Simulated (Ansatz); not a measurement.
# NaI (model cell, started as CsCl type): following an unstable mode, part 2 of 2

Aim: this structure of NaI (model cell, started as CsCl type) is to be tested for unstable modes, and one is followed downhill.

Ansatz 0.2.0; DFT PBEsol, scalar-relativistic, plane waves, PAW.

So far, highest frequency on the path or at a solved wavevector (cm⁻¹): step 2 (the dispersion) 166. Also lowest frequency on the path (cm⁻¹): step 2 -50.5.

The structure was built from a prototype and need not be the compound's stable phase.

### 5. Energy along the mode, all amplitudes (two of the runs are shown above)

An imaginary frequency means negative curvature, so the energy should fall and then rise again as anharmonic terms take over.

Numbers from this step:

```yaml
depth_at_the_lowest_point_sampled: 26.21 meV/atom
largest_atomic_shift_at_that_point: 0.6 Å
```

The energy from the parent by largest atomic shift:

```tsv
largest atomic shift (Å)	energy from the parent (meV/atom)
0.000	0
0.040	-0.319
0.080	-1.26
0.140	-3.72
0.220	-8.46
0.320	-15.4
0.450	-23.2
0.600	-26.2
```

Displacement at unit largest shift by atom:

```tsv
atom	x (Å)	y (Å)	z (Å)	size
Na1	0.00	0.00	0.00	0.00
Na2	0.00	0.00	0.00	0.00
Na3	0.00	0.00	0.00	0.00
Na4	0.00	0.00	0.00	0.00
I5	-1.00	0.00	0.00	1.00
I6	1.00	0.00	0.00	1.00
I7	1.00	0.00	0.00	1.00
I8	-1.00	0.00	0.00	1.00
```

The lowest of the steps tried is the last one, at 0.6 Å, 26.2 meV/atom below the parent; the bottom of the well need not coincide with a step.

### 6. Relaxation from the frozen mode

Starting from the lowest point found, all atoms and the cell are let go, so that strain and other modes of the same symmetry can join in.

Contents of input.yaml:

```yaml
crystal:
  lattice:
    - [-3.987300671, 0.0, 0.0]
    - [0.0, 0.0, -7.9746013419]
    - [0.0, -7.9746013419, -3.987300671]
  atoms:
    - { symbol: Na, position: [0.0, 0.75, 0.5] }
    - { symbol: Na, position: [0.0, 0.25, 0.5] }
    - { symbol: Na, position: [0.0, 0.5, 1.0] }
    - { symbol: Na, position: [0.0, 1.0, 1.0] }
    - { symbol: I, position: [0.6504777416, 0.625, 0.25] }
    - { symbol: I, position: [0.3495222584, 0.125, 0.25] }
    - { symbol: I, position: [0.3495222584, 0.375, 0.75] }
    - { symbol: I, position: [0.6504777416, 0.875, 0.75] }
kpoints:
  mp_grid: { grid: [6, 4, 4] }
hamiltonian:
  xc: pbesol
scf:
  occupations: { method: fixed }
output:
  forces: true
  stress: true
  eigenvalues: true
relax:
  adjacent_minimum: "off"
  f_tol: 0.002
  max_steps: 120
  cell: { stress_tol: 0.03 }
```

On the command line:

```bash
ansatz run input.yaml --threads 4 --pin off --max-ram 7168MiB --backend cpu --events-out ev --progress --plain --runs-dir out
```

Numbers of over 12 decimals in the logs are rounded to 6 here.

Output:

```text
[...]
Crystal: 8 atoms, lattice volume = 253.569 Å³
Basis set: ecut = 420 eV, 4963 PW (Γ), exchange–correlation on 54×108×120 points (8 copies of the dense FFT grid, shifted against one another)
Bands: 63, of which v1, the nominal top of the filled ones, is band 52 counted from 1 (51 counted from 0)
Symmetry: 8 space group operations
[...]
k-points: 28 of 96
[...]
SCF iter   1: F=—  HF=-35641.850391 eV  |F-HF|=—  |Δ(HF+E_count)|=         —  Δρ=2.03e-3  dr2=8.22e-3  ethr=1.77e-3  ⟨swp⟩=5.4  Hψ=5577  notcnv=0  defer=221
[...]
SCF iter   7: F=-35641.841549 eV  HF=-35641.841549 eV  |F-HF|=1.25e-8  |Δ(HF+E_count)|=   1.32e-7  Δρ=3.05e-6  dr2=3.41e-8  ethr=9.62e-11  ⟨swp⟩=17.1  Hψ=11192  notcnv=0
SCF 1 converged in 7 iterations: F = -35641.841549 eV  dr2 = 3.41e-8
[...]
relax step   1: F+E_penalty+E_count = -35641.84154913 eV  Δ(F+E_penalty+E_count) = +0.000e0 eV  max|allowed force component| = 1.076e-1 eV/Å  Δτ_max = 0.0000 Å  P = +0.714 GPa  Ω = 253.569 Å³  (7 SCF iters, dr2 threshold 1.00e-7 eV, accepted)
Crystal: 8 atoms, lattice volume = 259.606 Å³
Basis set: ecut = 420 eV, 5067 PW (Γ), exchange–correlation on 54×108×120 points (8 copies of the dense FFT grid, shifted against one another)
[...]
iter 1 solved again at ethr=1.03e-5 eV; its pass at ethr=3.10e-3 eV (dr2=1.08e-2 eV) is discarded
[...]
SCF iter   6: F=-35641.918097 eV  HF=-35641.918097 eV  |F-HF|=2.60e-8  |Δ(HF+E_count)|=   1.75e-7  Δρ=4.97e-6  dr2=7.35e-8  ethr=7.69e-10  ⟨swp⟩=14.6  Hψ=10127  notcnv=0
SCF 2 converged in 6 iterations: F = -35641.918097 eV  dr2 = 7.35e-8
[...]
relax step   2: F+E_penalty+E_count = -35641.91809671 eV  Δ(F+E_penalty+E_count) = -7.655e-2 eV  max|allowed force component| = 5.129e-2 eV/Å  Δτ_max = 0.0341 Å  P = +0.276 GPa  Ω = 259.606 Å³  energy of the carried Pulay correction = -5.274e-4 eV  (6 SCF iters, dr2 threshold 8.00e-7 eV, accepted)
Crystal: 8 atoms, lattice volume = 264.167 Å³
Basis set: ecut = 420 eV, 5137 PW (Γ), exchange–correlation on 54×108×120 points (8 copies of the dense FFT grid, shifted against one another)
[...]
SCF iter   5: F=-35641.933430 eV  HF=-35641.933430 eV  |F-HF|=4.85e-9  |Δ(HF+E_count)|=   3.44e-7  Δρ=6.96e-6  dr2=1.04e-7  ethr=6.88e-10  ⟨swp⟩=14.2  Hψ=10688  notcnv=0
SCF 3 converged in 5 iterations: F = -35641.933430 eV  dr2 = 1.04e-7
relax step   3: F+E_penalty+E_count = -35641.93343011 eV  Δ(F+E_penalty+E_count) = -1.533e-2 eV  max|allowed force component| = 5.124e-2 eV/Å  Δτ_max = 0.0306 Å  P = +0.094 GPa  Ω = 264.167 Å³  energy of the carried Pulay correction = -9.177e-4 eV  (5 SCF iters, dr2 threshold 7.16e-7 eV, accepted)
[...]
relax step   4: F+E_penalty+E_count = -35641.94686525 eV  Δ(F+E_penalty+E_count) = -1.344e-2 eV  max|allowed force component| = 5.822e-3 eV/Å  Δτ_max = 0.0942 Å  P = +0.052 GPa  Ω = 270.922 Å³  energy of the carried Pulay correction = -1.483e-3 eV  (6 SCF iters, dr2 threshold 1.64e-7 eV, accepted)
[...]
relax step   5: F+E_penalty+E_count = -35641.94668364 eV  Δ(F+E_penalty+E_count) = +1.816e-4 eV  max|allowed force component| = 7.609e-3 eV/Å  Δτ_max = 0.0029 Å  P = -0.030 GPa  Ω = 272.589 Å³  energy of the carried Pulay correction = -1.621e-3 eV  (6 SCF iters, dr2 threshold 1.56e-8 eV, rejected (line search))
[...]
relax step   6: F+E_penalty+E_count = -35641.94703297 eV  Δ(F+E_penalty+E_count) = -1.677e-4 eV  max|allowed force component| = 2.021e-4 eV/Å  Δτ_max = 0.0015 Å  P = +0.004 GPa  Ω = 271.885 Å³  energy of the carried Pulay correction = -1.563e-3 eV  (8 SCF iters, accepted)
Basis set: ecut = 420 eV, 5305 PW (Γ), exchange–correlation on 60×108×120 points (8 copies of the dense FFT grid, shifted against one another)
[...]
SCF iter   9: F=-35641.948576 eV  HF=-35641.948576 eV  |F-HF|=1.46e-11  |Δ(HF+E_count)|=  3.64e-11  Δρ=1.65e-8  dr2=1.15e-12  ethr=1.00e-12  ⟨swp⟩=18.5  Hψ=12335  notcnv=0
SCF 7 converged in 9 iterations: F = -35641.948576 eV  dr2 = 1.15e-12
relax step   7: F+E_penalty+E_count = -35641.94857592 eV  Δ(F+E_penalty+E_count) = -1.543e-3 eV  max|allowed force component| = 1.814e-4 eV/Å  Δτ_max = 0.0000 Å  P = +0.008 GPa  Ω = 271.885 Å³  stress off target by 2.17e-2 GPa  SCF on the basis re-selected at this cell (its energy is not comparable with the rows above)  (9 SCF iters)
basis re-selected at this cell: Δ(F+E_penalty+E_count) = -1.543e-3 eV, ΔP = +0.004 GPa vs the last step (what re-selecting the basis moved, of the pressure what is left beyond the Pulay correction that the steps carried, after the strain that the cell walked since its last selection, with what the two solves' SCF thresholds leave and, on support functions, any second-order correction that the steps lacked; it is no measure of the basis error at this ecutwfc). The dense FFT grid was sized anew with the basis: this SCF ran on 30×54×60 points, the steps before it on 27×54×60, so part of this shift can come from that change (see relax.cell in the input reference). [rest of the remark cut]
SCF converged after 9 iterations
Free energy (F): -35641.948576 eV
[...]
Internal energy: -35641.948576 eV  (E = F + TS)
E sigma→0 (E₀):  -35641.948576 eV
Fermi energy:    3.397089 eV
[...]
--- Forces (eV/Å), atoms counted from 1 ---
  atom   1  Na    -0.00000000     0.00000000     0.00000000
  atom   2  Na     0.00000000    -0.00000000    -0.00000000
  atom   3  Na    -0.00000000     0.00000000     0.00000000
  atom   4  Na    -0.00000000     0.00000000     0.00000000
  atom   5  I      0.00010868     0.00018140     0.00000000
  atom   6  I     -0.00010868     0.00018140     0.00000000
  atom   7  I     -0.00010868    -0.00018140    -0.00000000
  atom   8  I      0.00010868    -0.00018140    -0.00000000
  max |Σ_I F_I| component: 1.08e-19 eV/Å
--- Stress (GPa, compression-positive) ---
        0.021678      -0.000000       0.000000
       -0.000000       0.001623       0.000000
        0.000000       0.000000      -0.000091
  P = ⅓ Tr σ = 0.0077 GPa (0.077 kbar)
--- Band table (eV; the first three rows and the last of 28) ---
  k-point 0: bands = [... 48 lower, 3.1402, 3.1712, 3.2161, 3.2566, 6.2491, 8.2097, 8.3468, 8.3628, ... 7 higher]
  k-point 1: bands = [... 48 lower, 3.0946, 3.1088, 3.1604, 3.3271, 6.7030, 7.3163, 8.0653, 8.2967, ... 7 higher]
  k-point 2: bands = [... 48 lower, 3.0508, 3.1202, 3.1240, 3.3971, 6.9584, 7.3315, 7.6015, 7.9868, ... 7 higher]
  k-point 27: bands = [... 48 lower, 2.4689, 2.6104, 2.6138, 3.0103, 7.3632, 7.5702, 8.0390, 8.3206, ... 7 higher]
--- Relaxed structure (6 steps of the walk, 5 accepted, 1 SCFs on fresh bases) ---
  F+E_penalty+E_count = -35641.94857592 eV   max|allowed force component| = 1.814e-4 eV/Å   (the final SCF, on the basis selected at the relaxed cell)
  cell:  # Å, volume = 271.8850 Å³
    - [-4.291926, 0, 0]
    - [0, 2.4647347153909293e-11, -7.862078]
    - [0, -8.057415, -3.931039]
  atoms:
    - { symbol: Na, position: [2.1753105911896734e-19, 0.750000, 0.500000] }
    - { symbol: Na, position: [2.1753105911896874e-19, 0.250000, 0.5] }
    - { symbol: Na, position: [2.1753105911896787e-19, 0.500000, 1.0] }
    - { symbol: Na, position: [2.1753105911897023e-19, 1.000000, 1.0] }
    - { symbol: I, position: [0.678337, 0.622690, 0.254621] }
    - { symbol: I, position: [0.321663, 0.122690, 0.254621] }
    - { symbol: I, position: [0.321663, 0.377310, 0.745379] }
    - { symbol: I, position: [0.678337, 0.877310, 0.745379] }
```

Elapsed: 41 s, on 4 threads of Intel Xeon Platinum 8375C at 2.90GHz (Ice Lake), shared host; peak memory 0.96 GiB.

The steps of the relaxation:

```tsv
step	energy less that of the first step (eV)	largest force component (eV/Å)	pressure (GPa)	volume (Å³)
1	0.0000	0.1076	0.71	253.57
2	-0.0765	0.0513	0.28	259.61
3	-0.0919	0.0512	0.09	264.17
4	-0.1053	0.0058	0.05	270.92
5	-0.1051	0.0076	-0.03	272.59
6	-0.1055	0.0002	0.00	271.89
7*	-0.1070	0.0002	0.01	271.89
```

Relaxation steps marked * repeat the geometry before them on a plane-wave basis chosen anew for their cell, so energy and pressure can jump there. Relaxation step 5 was tried and not accepted.

Forces are held to the 8 operations that the run works with; a distortion that breaks them can't arise in this run.

```tsv
conventional cell, symmetrised	before	after	change
a (Å)	7.975	7.862	-1.4 %
b (Å)	15.949	16.115	+1.0 %
c (Å)	3.987	4.292	+7.6 %
volume (Å³/atom)	31.70	33.99	+7.2 %
```

The atoms that moved most (Å, as changes of fractional coordinates times the final cell):

```tsv
atom	dx	dy	dz	length
I6	0.120	-0.037	0.000	0.125
I7	0.120	0.037	0.000	0.125
I5	-0.120	-0.037	0.000	0.125
I8	-0.120	0.037	0.000	0.125
```

This step gave:

| Property | Result |
| --- | --- |
| pressure | 0.007737 GPa |
| gap on the k-mesh | 2.852 eV |
| volume per atom | 33.99 Å³ |

The distorted start has space group Cmme; the relaxation ends in Cmme.

### 7. The new phase in its own primitive cell

The relaxed structure is symmetrised, reduced to its primitive cell and relaxed tightly, as its phonons need.

Contents of input.yaml:

```yaml
crystal:
  lattice:
    - [3.931039114, -8.0574148521, 0.0]
    - [3.931039114, 8.0574148521, 0.0]
    - [0.0, 0.0, 4.2919258526]
  atoms:
    - { symbol: Na, position: [0.25, 0.25, 0.0] }
    - { symbol: Na, position: [0.75, 0.75, 0.0] }
    - { symbol: Na, position: [0.5, 0.0, 0.0] }
    - { symbol: Na, position: [0.0, 0.5, 0.0] }
    - { symbol: I, position: [0.8773103743, 0.1226896257, 0.3216633102] }
    - { symbol: I, position: [0.3773103743, 0.6226896257, 0.6783366898] }
    - { symbol: I, position: [0.1226896257, 0.8773103743, 0.6783366898] }
    - { symbol: I, position: [0.6226896257, 0.3773103743, 0.3216633102] }
kpoints:
  mp_grid: { grid: [4, 4, 6] }
hamiltonian:
  xc: pbesol
scf:
  occupations: { method: fixed }
output:
  forces: true
  stress: true
  eigenvalues: true
relax:
  adjacent_minimum: "off"
  f_tol: 0.001
  max_steps: 60
  cell: { stress_tol: 0.01 }
```

Output:

```text
[...]
Crystal: 8 atoms, lattice volume = 271.885 Å³
Basis set: ecut = 420 eV, 5305 PW (Γ), exchange–correlation on 120×120×60 points (8 copies of the dense FFT grid, shifted against one another)
Bands: 63, of which v1, the nominal top of the filled ones, is band 52 counted from 1 (51 counted from 0)
Symmetry: 8 space group operations
[...]
k-points: 28 of 96
[...]
atoms:
    - { symbol: Na, position: [0.250000, 0.250000, 0] }
    - { symbol: Na, position: [0.750000, 0.750000, 0] }
    - { symbol: Na, position: [0.5, -2.7755575615628914e-17, 0] }
    - { symbol: Na, position: [-2.7755575615628914e-17, 0.5, 0] }
    - { symbol: I, position: [0.877332, 0.122668, 0.321207] }
    - { symbol: I, position: [0.377332, 0.622668, 0.678793] }
    - { symbol: I, position: [0.122668, 0.877332, 0.678793] }
    - { symbol: I, position: [0.622668, 0.377332, 0.321207] }
[key lines of the parts left out:]
SCF converged after 8 iterations
Free energy (F): -35641.948596 eV
Fermi energy:    3.380986 eV
P = ⅓ Tr σ = -0.0010 GPa (-0.010 kbar)
```

Elapsed: 23 s, on 4 threads; peak memory 0.96 GiB; 86 s of CPU time.

Step by step:

```tsv
step	energy less that of the first step (eV)	largest force component (eV/Å)	pressure (GPa)	volume (Å³)
1	0.0000	0.0004	0.01	271.89
2	0.0000	0.0005	0.00	272.07
3	0.0000	0.0008	0.00	272.25
4*	0.0000	0.0008	0.00	272.25
```

Relaxation steps marked * repeat the geometry before them on a plane-wave basis chosen anew for their cell, so energy and pressure can jump there.

The run keeps the 8 symmetry operations that it works with, so distortions that break them were not tested.

```tsv
conventional cell, symmetrised	before	after	change
a (Å)	7.862	7.861	-0.0 %
b (Å)	16.115	16.115	+0.0 %
c (Å)	4.292	4.298	+0.1 %
volume (Å³/atom)	33.99	34.03	+0.1 %
```

The relaxed structure:

```cif
data_structure
_symmetry_space_group_name_H-M 'P 1'
_symmetry_Int_Tables_number 1
_cell_length_a 8.9653
_cell_length_b 8.9653
_cell_length_c 4.2980
_cell_angle_alpha 90.000
_cell_angle_beta 90.000
_cell_angle_gamma 127.994
_cell_volume 272.25
loop_
_atom_site_label
_atom_site_type_symbol
_atom_site_fract_x
_atom_site_fract_y
_atom_site_fract_z
_atom_site_occupancy
Na1 Na 0.25000 0.25000 0.00000 1
Na2 Na 0.75000 0.75000 0.00000 1
Na3 Na 0.50000 0.00000 0.00000 1
Na4 Na 0.00000 0.50000 0.00000 1
I5 I 0.87733 0.12267 0.32121 1
I6 I 0.37733 0.62267 0.67879 1
I7 I 0.12267 0.87733 0.67879 1
I8 I 0.62267 0.37733 0.32121 1
```

Numbers from this step:

* pressure: -9.97e-4 GPa
* gap on the k-mesh: 2.855 eV
* volume per atom: 34.03 Å³
* direct gap on mesh: 2.997 eV

The largest force component left is 0.78 meV/Å and the pressure is -0.001 GPa, within the tolerances set. The cell now holds 34.03 Å³/atom.

### 8. The phases reached

The phases reached along the modes that were followed are set side by side.

Energies are those of the first relaxation, on the mesh of the frozen mode; space group, volume and gap are those of the last relaxation. Phases, by row:

```tsv
mode frozen in	space group	energy from parent (meV/atom)	volume (Å³/atom)	gap on mesh (eV)	lowest zone-centre optical mode (cm⁻¹)	largest shift (Å)
parent	Pm-3m	0	31.7	2.267	–	–
q = (0, -0.5, -0.5), 51i cm⁻¹	P4/nmm	-58.36	33.95	3.098	52.2	0.794
q = (0, 0.25, -0.5), 41i cm⁻¹	Cmme	-39.59	34.03	2.855	–	0.766
```

### 9. What came out

```yaml
unstable_mode_of_the_parent: q = (0, 0.25, -0.5), 41i cm⁻¹
depth_at_the_lowest_point_sampled: 26.2 meV/atom
largest_atomic_shift_at_that_point: 0.6 Å
space_group_reached_within_0p01_a: Cmme
energy_gained_over_the_parent_first_relaxation_on_the_mesh_of_the_frozen_mode: 39.6 meV/atom
volume_per_atom_phase_reached: 34.0 Å³
gap_on_the_k_mesh_phase_reached: 2.86 eV
```

Along this mode the structure falls into Cmme, 39.6 meV/atom below the parent. At the parent's cell the well is 26.21 meV/atom deep on the steps tried, with its lowest point at a shift of 0.6 Å. That is the last step tried, so the steps alone don't bracket the bottom of the well. Relaxing atoms and cell changes the gain by +13.38 meV/atom against the lowest step (energies at zero smearing). The modes of the phase reached were not computed on this path. Of the 2 patterns followed to their end from this parent, this one ends 18.8 meV/atom above the lowest, P4/nmm. Each path keeps the symmetry of its pattern, so a lower phase may lie along a pattern not tried. Spin-orbit coupling is left out, which can matter for the heavy elements here. The starting cell was built on a prototype and not taken from a measurement, so the phase need not exist.

[Logs are printed without paths, hosts, clocks, repeated set-up lines and the standing remarks that a program may print on its own settings, such as how far it seeks lower states.]

[Hosts, paths, dates, database ids (printed as entryN), source tags and the programs' standing remarks are cut or masked in the printed files.]
